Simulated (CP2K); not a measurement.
A run of CP2K 2026.2 is set up as follows.

sro_bands.inp

```
&GLOBAL
  PROJECT sro_bands
  RUN_TYPE ENERGY_FORCE
  PRINT_LEVEL LOW
&END GLOBAL
&FORCE_EVAL
  METHOD QS
  STRESS_TENSOR ANALYTICAL
  &DFT
    BASIS_SET_FILE_NAME BASIS_MOLOPT_UZH
    POTENTIAL_FILE_NAME GTH_POTENTIALS
    &MGRID
      CUTOFF 600
      REL_CUTOFF 60
      NGRIDS 4
    &END MGRID
    &QS
      METHOD GPW
      EPS_DEFAULT 1.0E-10
    &END QS
    &KPOINTS
      SCHEME MONKHORST-PACK 9 9 9
      GAMMA_CENTERED T
      SYMMETRY T
      SYMMETRY_BACKEND SPGLIB
    &END KPOINTS
    &SCF
      SCF_GUESS ATOMIC
      EPS_SCF 1.0E-6
      MAX_SCF 100
      ADDED_MOS 10
      CHOLESKY OFF
      EPS_EIGVAL 1.0E-7
      &DIAGONALIZATION ON
        ALGORITHM STANDARD
      &END DIAGONALIZATION
      &MIXING ON
        METHOD BROYDEN_MIXING
        ALPHA 0.4
        BETA 1.5
        NBUFFER 8
      &END MIXING
      &SMEAR ON
        METHOD FERMI_DIRAC
        ELECTRONIC_TEMPERATURE [K] 580.226
      &END SMEAR
    &END SCF
    &XC
      &XC_FUNCTIONAL
        &GGA_X_B88
        &END GGA_X_B88
        &GGA_C_LYP
        &END GGA_C_LYP
      &END XC_FUNCTIONAL
    &END XC
    &PRINT
      &KPOINTS ON
      &END KPOINTS
      &MULLIKEN ON
      &END MULLIKEN
      &MO ON
        ENERGIES T
        OCCUPATION_NUMBERS T
        &EACH
          QS_SCF 0
        &END EACH
        ADD_LAST NUMERIC
      &END MO
      &LOWDIN ON
      &END LOWDIN
      &HIRSHFELD ON
        SHAPE_FUNCTION DENSITY
      &END HIRSHFELD
      &BAND_STRUCTURE
        FILE_NAME bands.bs
        ADDED_MOS 2
        &KPOINT_SET
          UNITS B_VECTOR
          NPOINTS 6
          SPECIAL_POINT GAMMA 0.00000000 0.00000000 0.00000000
          SPECIAL_POINT X 0.50000000 0.00000000 0.50000000
          SPECIAL_POINT W 0.50000000 0.25000000 0.75000000
          SPECIAL_POINT K 0.37500000 0.37500000 0.75000000
          SPECIAL_POINT GAMMA 0.00000000 0.00000000 0.00000000
          SPECIAL_POINT L 0.50000000 0.50000000 0.50000000
          SPECIAL_POINT U 0.62500000 0.25000000 0.62500000
          SPECIAL_POINT W 0.50000000 0.25000000 0.75000000
          SPECIAL_POINT L 0.50000000 0.50000000 0.50000000
          SPECIAL_POINT K 0.37500000 0.37500000 0.75000000
        &END KPOINT_SET
        &KPOINT_SET
          UNITS B_VECTOR
          NPOINTS 6
          SPECIAL_POINT U 0.62500000 0.25000000 0.62500000
          SPECIAL_POINT X 0.50000000 0.00000000 0.50000000
        &END KPOINT_SET
      &END BAND_STRUCTURE
    &END PRINT
  &END DFT
  &SUBSYS
    &CELL
      A 3.6292962651 0.0000000000 0.0000000000
      B 1.8146481326 3.1430627635 0.0000000000
      C 1.8146481326 1.0476875878 2.9633079916
      PERIODIC XYZ
    &END CELL
    &COORD
      SCALED
      Sr  0.5000000000 0.5000000000 0.5000000000
      O   0.0000000000 0.0000000000 0.0000000000
    &END COORD
    &KIND Sr
      BASIS_SET TZVP-MOLOPT-PBE-GTH-q10
      POTENTIAL GTH-BLYP-q10
    &END KIND
    &KIND O
      BASIS_SET TZVP-MOLOPT-PBE-GTH-q6
      POTENTIAL GTH-BLYP-q6
    &END KIND
    &PRINT
      &ATOMIC_COORDINATES ON
      &END ATOMIC_COORDINATES
      &CELL ON
      &END CELL
      &SYMMETRY ON
      &END SYMMETRY
    &END PRINT
  &END SUBSYS
  &PRINT
    &FORCES ON
    &END FORCES
    &STRESS_TENSOR ON
    &END STRESS_TENSOR
  &END PRINT
&END FORCE_EVAL
```

Potentials or basis: GTH_POTENTIALS Sr GTH-BLYP-q10, O GTH-BLYP-q6; TZVP-MOLOPT-PBE-GTH basis.

Run with:

```bash
$ OMP_NUM_THREADS=1 cp2k.psmp -i sro_bands.inp -o sro_bands.out
```

**Question.** What does it give for the band gap on the k mesh?

**Answer.** 3.61 eV, indirect (least direct gap 3.70 eV).

**Question.** Predict the Hirshfeld charges.

**Answer.** Sr +0.43; O -0.43 e.

Levels at the corners of the path, in eV from the valence-band top:
```tsv
point	band 6	band 7	band 8	band 9	band 10	band 11
Γ	0.00	0.00	0.00	4.22	6.39	6.39
X	-0.41	-0.08	-0.08	3.55	7.86	10.19
W	-1.12	-0.42	-0.42	6.23	6.23	8.68
K	-0.94	-0.57	-0.46	4.99	8.12	8.80
Γ	0.00	0.00	0.00	4.22	6.39	6.39
L	-2.15	-1.14	-1.14	6.66	8.90	8.90
U	-0.94	-0.57	-0.46	4.99	8.12	8.80
W	-1.12	-0.42	-0.42	6.23	6.23	8.68
L	-2.15	-1.14	-1.14	6.66	8.90	8.90
K	-0.94	-0.57	-0.46	4.99	8.12	8.80
U	-0.94	-0.57	-0.46	4.99	8.12	8.80
X	-0.41	-0.08	-0.08	3.55	7.86	10.19
```

Caveat: the basis of atomic orbitals isn't converged, which shifts pressures, moduli and gaps. A hybrid or GW would open this gap; BLYP tends to underestimate it.
